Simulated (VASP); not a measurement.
# Be (P6_3/mmc) in VASP: a series of runs

The runs below take Be through single point, with LDA.

Program: VASP 6.6.1. These are calculated values, not measurements. Logs are shortened: lines on timing, memory, paths and dates and some standing lists are left out, and cuts for length are marked.

## Step 1: Starting point

It takes space group P6_3/mmc (No. 194, hexagonal). The conventional cell has a = 2.285 Å, b = 2.285 Å, c = 3.584 Å, α = 90.00°, β = 90.00°, γ = 120.00°. Be (site symmetry -6m2) is surrounded by 12 Be at 2.23 to 2.29 Å.

## Step 2: Single point, LDA

INCAR reads:

```
  ADDGRID = F
  ALGO = Normal
  EDIFF = 1E-6
  ENCUT = 460
  GGA = CA
  ISIF = 2
  ISMEAR = 1
  LASPH = T
  LCHARG = F
  LREAL = F
  LWAVE = F
  NELM = 100
  PREC = Accurate
  SIGMA = 0.02
```

KPOINTS reads:

```
k-points
0
Gamma
  6 6 4
```

POSCAR reads:

```
Be
1.0
    2.2853000000      0.0000000000      0.0000000000
   -1.1426500000      1.9791278553      0.0000000000
    0.0000000000      0.0000000000      3.5842000000
Be
2
Direct
    0.6666666667      0.3333333333      0.7500000000
    0.3333333333      0.6666666667      0.2500000000
```

Potentials or basis: VASP PAW LDA potentials, release 64 (Be).

Started as:

```bash
$ cat potpaw_LDA.64/Be/POTCAR > POTCAR
$ mpirun -np 1 vasp_std > vasp.out
```

OUTCAR:

```text
EDIFF = 1E-6
   ENCUT = 460
   GGA = CA
   ISIF = 2
   ISMEAR = 1
   LASPH = T
   LREAL = F
   NELM = 100
   PREC = Accurate

 Found     21 irreducible k-points:

 Following reciprocal coordinates:
            Coordinates               Weight
  0.000000  0.000000  0.000000      1.000000
  0.166667  0.000000  0.000000      6.000000
  0.333333  0.000000  0.000000      6.000000
  0.500000  0.000000  0.000000      3.000000
  0.166667  0.166667  0.000000      6.000000
  0.333333  0.166667  0.000000     12.000000
   k-points           NKPTS =     21   k-points in BZ     NKDIM =     21   number of bands    NBANDS=      6
   number of dos      NEDOS =    301   number of ions     NIONS =      2
   total plane-waves  NPLWV =   7168
   dimension x,y,z NGX =    16 NGY =   16 NGZ =   28
   dimension x,y,z NGXF=    32 NGYF=   32 NGZF=   56
   ions per type =               2
   NGX,Y,Z   is equivalent  to a cutoff of  11.64, 11.64, 12.99 a.u.
   NGXF,Y,Z  is equivalent  to a cutoff of  23.28, 23.28, 25.97 a.u.
 SYSTEM =  unknown system
   PREC   = accura    normal or accurate (medium, high low for compatibility)
   ISTART =      0    job   : 0-new  1-cont  2-samecut
   ICHARG =      2    charge: 1-file 2-atom 10-const
   ISPIN  =      1    spin polarized calculation?
   LNONCOLLINEAR =      F non collinear calculations
   LSORBIT =      F    spin-orbit coupling
   LASPH  =      T    aspherical Exc in radial PAW
   ENCUT  =  460.0 eV  33.81 Ry    5.81 a.u.   4.00  4.00  6.27*2*pi/ulx,y,z
   NELM   =    100;   NELMIN=  2; NELMDL= -5     # of ELM steps
   EDIFF  = 0.1E-05   stopping-criterion for ELM
[... 12 lines left out ...]
   EMIN   =  10.00;   EMAX   =-10.00  energy-range for DOS
   EFERMI =   0.00;   METHOD = LEGACY
   ISMEAR =     1;   SIGMA  =   0.02  broadening in eV -4-tet -1-fermi 0-gaus
   EFERMI_NEDOS =   21; number of points for ismear=-14 and -15
   IALGO  =     38    algorithm
[... 12 lines left out ...]
   LRPA    =     F    only Hartree local field effects (RPA)
 non-spin polarized calculation
 Methfessel and Paxton  Order N= 1 SIGMA  =   0.02
  energy-cutoff  :      460.00
  volume of cell :       16.21
 maximum number of plane-waves:       373
 NGX is ok and might be reduce to    16
   NGX =  7   NGY =  7   NGZ = 13

 number of electron       4.0000000 magnetization

 Free energy of the ion-electron system (eV)
  ---------------------------------------------------
  ext. energy  EPLUGINS =         0.00000000
  ---------------------------------------------------
  free energy    TOTEN  =        -8.33440786 eV

  energy without entropy =       -8.33450449  energy(sigma->0) =       -8.33444007

 E-fermi :   5.7743     XC(G=0): -10.5390

 val. band max:        5.7574998339   @ k =   0.3333   0.1667   0.0000
 cond. band min:       6.2935584156   @ k =   0.3333   0.0000   0.0000
 fundamental gap:      0.5360585817
 Fermi energy:         5.7743374782

 k-point     1 :       0.0000    0.0000    0.0000
  band No.  band energies     occupation
      1      -4.4942      2.00000
      2       2.2593      2.00000
      3       7.7849      0.00000
      4      21.9221      0.00000
      5      21.9221      0.00000
      6      24.7249      0.00000

 k-point     2 :       0.1667    0.0000    0.0000
  band No.  band energies     occupation
      1      -3.7169      2.00000
      2       3.2800      2.00000
      3       7.9517      0.00000
      4      17.4648      0.00000
      5      19.2086      0.00000
      6      24.3919      0.00000

 k-point     3 :       0.3333    0.0000    0.0000
  band No.  band energies     occupation
      1      -1.3914      2.00000
      2       6.2936      0.00000
      3       7.0427      0.00000
      4      12.7968      0.00000
      5      16.5462      0.00000
      6      18.4939      0.00000

 k-point     4 :       0.5000    0.0000    0.0000
  band No.  band energies     occupation
      1       1.6722      2.00000
      2       3.5051      2.00000
      3      10.0966      0.00000
      4      13.0030      0.00000
      5      13.2067      0.00000
      6      15.6055      0.00000

 k-point     5 :       0.1667    0.1667    0.0000
  band No.  band energies     occupation
      1      -2.1556      2.00000
      2       5.3020      2.00000
      3       8.0774      0.00000
      4      13.2509      0.00000
      5      15.5403      0.00000
      6      21.3647      0.00000

 k-point     6 :       0.3333    0.1667    0.0000
  band No.  band energies     occupation
      1       0.9298      2.00000
      2       5.7575      2.00000
      3       9.1712      0.00000
      4      10.3670      0.00000
      5      13.5252      0.00000
      6      15.5421      0.00000

 [... further k-points ...]
[... 5 lines left out ...]
  --------------------------------------------------------------------------------------
  -------------------------------------------------------------------------------------
  Total       -0.3764491     -0.3764491     -1.5329241      0.0000000      0.0000000      0.0000000
  in kB      -37.2055353    -37.2055353   -151.5032376      0.0000000      0.0000000      0.0000000
  external PRESSURE =     -75.3047694 kB  Pullay stress =       0.0000000 kB

 VOLUME and BASIS-vectors are now :
 -----------------------------------------------------------------------------
  energy-cutoff  :      460.00
  volume of cell :       16.21
      direct lattice vectors                 reciprocal lattice vectors
     2.285300000  0.000000000  0.000000000     0.437579311  0.252636533  0.000000000
    -1.142650000  1.979127855  0.000000000     0.000000000  0.505273066  0.000000000
     0.000000000  0.000000000  3.584200000     0.000000000  0.000000000  0.279002288

 POSITION                                       TOTAL-FORCE (eV/Angst)
 -----------------------------------------------------------------------------------
      1.14265      0.65971      2.68815        -0.000000      0.000000      0.000000
     -0.00000      1.31942      0.89605         0.000000     -0.000000      0.000000
 -----------------------------------------------------------------------------------
    total drift:                                0.000000     -0.000000      0.000000

  FREE ENERGIE OF THE ION-ELECTRON SYSTEM (eV)
  ---------------------------------------------------
  free  energy   TOTEN  =        -8.3344078624 eV

  energy  without entropy=       -8.3345044942  energy(sigma->0) =       -8.33444007
```

Wall time 0.8 s (1 thread of AMD EPYC 9R45 (Zen 5), shared host); peak memory 0.08 GiB.

The run converged, but some of its settings lie outside the range that counts as converged, so its numbers aren't taken as properties of the crystal.

What came out:

```yaml
Free_energy: -8.3344 eV
Pressure: -7.5 GPa
Band_gap_on_the_k_mesh: none (metal or under the smearing width)
```

Caveat: the k mesh is coarse (spacing up to 0.53 Å⁻¹), so the values aren't converged.

## Step 3: Single point, LDA

INCAR is that of step 2.

KPOINTS is that of step 2.

POSCAR reads:

```
Be
1.0
    2.2853000000      0.0000000000      0.0000000000
   -1.1426500000      1.9791278553      0.0000000000
    0.0000000000      0.0000000000      3.5842000000
Be
2
Direct
    0.6556040000      0.3139550000      0.7387090000
    0.3030700000      0.6820070000      0.2728280000
```

Potentials or basis: VASP PAW LDA potentials, release 64 (Be).

Started as:

```bash
$ cat potpaw_LDA.64/Be/POTCAR > POTCAR
$ mpirun -np 1 vasp_std > vasp.out
```

OUTCAR:

```text
EDIFF = 1E-6
   ENCUT = 460
   GGA = CA
   ISIF = 2
   ISMEAR = 1
   LASPH = T
   LREAL = F
   NELM = 100
   PREC = Accurate

 Found     76 irreducible k-points:

 Following reciprocal coordinates:
            Coordinates               Weight
  0.000000  0.000000  0.000000      1.000000
  0.166667  0.000000  0.000000      2.000000
  0.000000  0.166667  0.000000      2.000000
 -0.166667  0.166667  0.000000      2.000000
  0.333333  0.000000  0.000000      2.000000
  0.000000  0.333333  0.000000      2.000000
[... 120 lines left out ...]
  band No.  band energies     occupation
      1      -1.4116      2.00000
      2       6.3487     -0.00000
      3       6.8627      0.00000
      4      13.0060      0.00000
      5      16.5417      0.00000
      6      18.3730      0.00000

 [... further k-points ...]
[... 5 lines left out ...]
  --------------------------------------------------------------------------------------
  -------------------------------------------------------------------------------------
  Total       -0.4461538     -0.2048632     -1.1882704      0.1484272      0.1071954     -0.1148172
  in kB      -44.0946460    -20.2472077   -117.4401406     14.6694787     10.5944217    -11.3477103
  external PRESSURE =     -60.5939981 kB  Pullay stress =       0.0000000 kB

 VOLUME and BASIS-vectors are now :
 -----------------------------------------------------------------------------
  energy-cutoff  :      460.00
  volume of cell :       16.21
      direct lattice vectors                 reciprocal lattice vectors
     2.285300000  0.000000000  0.000000000     0.437579311  0.252636533  0.000000000
    -1.142650000  1.979127855  0.000000000     0.000000000  0.505273066  0.000000000
     0.000000000  0.000000000  3.584200000     0.000000000  0.000000000  0.279002288

 POSITION                                       TOTAL-FORCE (eV/Angst)
 -----------------------------------------------------------------------------------
      1.13951      0.62136      2.64768        -0.273866      0.254037      0.861006
     -0.08669      1.34978      0.97787         0.273866     -0.254037     -0.861006
 -----------------------------------------------------------------------------------
    total drift:                                0.000000      0.000000      0.000000

  FREE ENERGIE OF THE ION-ELECTRON SYSTEM (eV)
  ---------------------------------------------------
  free  energy   TOTEN  =        -8.2623284853 eV

  energy  without entropy=       -8.2623609398  energy(sigma->0) =       -8.26233930
```

Run time: 1.8 s. Hardware: 1 thread of AMD EPYC 9R45 (Zen 5), shared host; peak memory 0.08 GiB.

The run converged, but some of its settings lie outside the range that counts as converged, so its numbers aren't taken as properties of the crystal.

Results:

```
Free energy            : -8.2623 eV
Pressure               : -6.1 GPa
Largest force          : 0.939 eV/Å
Band gap on the k mesh : none (metal or under the smearing width)
```

Caveat: the k mesh is coarse (spacing up to 0.53 Å⁻¹), so the values aren't converged.

## Step 4: Single point, LDA

INCAR: that of step 3 with these lines changed.

```diff
@@ -12,3 +12,3 @@
   NELM = 100
-  PREC = Accurate
-  SIGMA = 0.02
+  PREC = Low
+  SIGMA = 0.2
```

KPOINTS is that of step 3.

POSCAR reads:

```
Be
1.0
    2.2853000000      0.0000000000      0.0000000000
   -1.1426500000      1.9791278553      0.0000000000
    0.0000000000      0.0000000000      3.5842000000
Be
2
Direct
    0.6666666667      0.3333333333      0.7500000000
    0.3333333333      0.6666666667      0.2500000000
```

Started as:

```bash
$ cat potpaw_LDA.64/Be/POTCAR > POTCAR
$ mpirun -np 1 vasp_std > vasp.out
```

Wall time 0.6 s (1 thread of AMD EPYC 9R45 (Zen 5), shared host); peak memory 0.07 GiB.

The run converged, but some of its settings lie outside the range that counts as converged, so its numbers aren't taken as properties of the crystal.

Results:

| Quantity | Value |
| --- | --- |
| Free energy | -8.3334 eV |
| Pressure | -7.5 GPa |
| Band gap on the k mesh | none (metal or under the smearing width) |

Caveat: the k mesh is coarse (spacing up to 0.53 Å⁻¹), so the values aren't converged.

## Step 5: Single point, LDA

INCAR is that of step 4.

KPOINTS is that of step 4.

POSCAR reads:

```
Be
1.0
    2.2853000000      0.0000000000      0.0000000000
   -1.1426500000      1.9791278553      0.0000000000
    0.0000000000      0.0000000000      3.5842000000
Be
2
Direct
    0.6556040000      0.3139550000      0.7387090000
    0.3030700000      0.6820070000      0.2728280000
```

Potentials or basis: VASP PAW LDA potentials, release 64 (Be).

Started as:

```bash
$ cat potpaw_LDA.64/Be/POTCAR > POTCAR
$ mpirun -np 1 vasp_std > vasp.out
```

OUTCAR:

```text
EDIFF = 1E-6
   ENCUT = 460
   GGA = CA
   ISIF = 2
   ISMEAR = 1
   LASPH = T
   LREAL = F
   NELM = 100
   PREC = Low

 Found     76 irreducible k-points:

 Following reciprocal coordinates:
            Coordinates               Weight
  0.000000  0.000000  0.000000      1.000000
  0.166667  0.000000  0.000000      2.000000
  0.000000  0.166667  0.000000      2.000000
 -0.166667  0.166667  0.000000      2.000000
  0.333333  0.000000  0.000000      2.000000
  0.000000  0.333333  0.000000      2.000000
   k-points           NKPTS =     76   k-points in BZ     NKDIM =     76   number of bands    NBANDS=      6
   number of dos      NEDOS =    301   number of ions     NIONS =      2
   total plane-waves  NPLWV =   2880
   dimension x,y,z NGX =    12 NGY =   12 NGZ =   20
   dimension x,y,z NGXF=    12 NGYF=   12 NGZF=   20
   ions per type =               2
   NGX,Y,Z   is equivalent  to a cutoff of   8.73,  8.73,  9.28 a.u.
   NGXF,Y,Z  is equivalent  to a cutoff of   8.73,  8.73,  9.28 a.u.
 SYSTEM =  unknown system
   PREC   = low       normal or accurate (medium, high low for compatibility)
   ISTART =      0    job   : 0-new  1-cont  2-samecut
   ICHARG =      2    charge: 1-file 2-atom 10-const
[... 50 lines left out ...]
  ---------------------------------------------------
  free energy    TOTEN  =        -8.26149197 eV

  energy without entropy =       -8.26307411  energy(sigma->0) =       -8.26201935

 E-fermi :   6.1339     XC(G=0): -10.5311

 val. band max:        5.9450694487   @ k =  -0.3333   0.5000   0.0000
 cond. band min:       6.2713437713   @ k =  -0.3333   0.3333   0.0000
 fundamental gap:      0.3262743226
 Fermi energy:         6.1339457891

 k-point     1 :       0.0000    0.0000    0.0000
  band No.  band energies     occupation
      1      -4.5054      2.00000
      2       2.2959      2.00000
      3       7.6991     -0.00000
      4      21.5232      0.00000
      5      22.2670      0.00000
      6      24.1532      0.00000
[... 37 lines left out ...]
 k-point     6 :       0.0000    0.3333    0.0000
  band No.  band energies     occupation
      1      -1.4116      2.00000
      2       6.3488     -0.06241
      3       6.8628     -0.00000
      4      13.0061      0.00000
      5      16.5416      0.00000
      6      18.3731      0.00000

 [... further k-points ...]
[... 5 lines left out ...]
  --------------------------------------------------------------------------------------
  -------------------------------------------------------------------------------------
  Total       -0.4304086     -0.2118644     -1.1942938      0.1344505      0.1083514     -0.1167272
  in kB      -42.5385039    -20.9391596   -118.0354437     13.2881286     10.7086732    -11.5364785
  external PRESSURE =     -60.5043691 kB  Pullay stress =       0.0000000 kB

 VOLUME and BASIS-vectors are now :
 -----------------------------------------------------------------------------
  energy-cutoff  :      460.00
  volume of cell :       16.21
      direct lattice vectors                 reciprocal lattice vectors
     2.285300000  0.000000000  0.000000000     0.437579311  0.252636533  0.000000000
    -1.142650000  1.979127855  0.000000000     0.000000000  0.505273066  0.000000000
     0.000000000  0.000000000  3.584200000     0.000000000  0.000000000  0.279002288

 POSITION                                       TOTAL-FORCE (eV/Angst)
 -----------------------------------------------------------------------------------
      1.13951      0.62136      2.64768        -0.275313      0.255066      0.864193
     -0.08669      1.34978      0.97787         0.275313     -0.255066     -0.864193
 -----------------------------------------------------------------------------------
    total drift:                                0.000005      0.000011     -0.000017

  FREE ENERGIE OF THE ION-ELECTRON SYSTEM (eV)
  ---------------------------------------------------
  free  energy   TOTEN  =        -8.2614919667 eV

  energy  without entropy=       -8.2630741122  energy(sigma->0) =       -8.26201935
```

Run time: 1.2 s. Hardware: 1 thread of AMD EPYC 9R45 (Zen 5), shared host; peak memory 0.07 GiB.

These settings aren't checked as converged: the numbers below hold their error.

Results:

| Property | Result |
| --- | --- |
| Free energy | -8.2615 eV |
| Pressure | -6.1 GPa |
| Largest force | 0.942 eV/Å |
| Band gap on the k mesh | none (metal or under the smearing width) |

Caveat: the k mesh is coarse (spacing up to 0.53 Å⁻¹), so the values aren't converged.

## Step 6: For comparison

An earlier run on the cell as given: functional PBE; potentials or basis VASP PAW PBE potentials, release 64 (Be); cutoff 520 eV; k mesh 13 × 13 × 8; occupations fermi-dirac, width 0.05 eV; no spin polarisation.

* Pressure: -2.7 GPa
* Band gap on the k mesh: none (metal or under the smearing width)
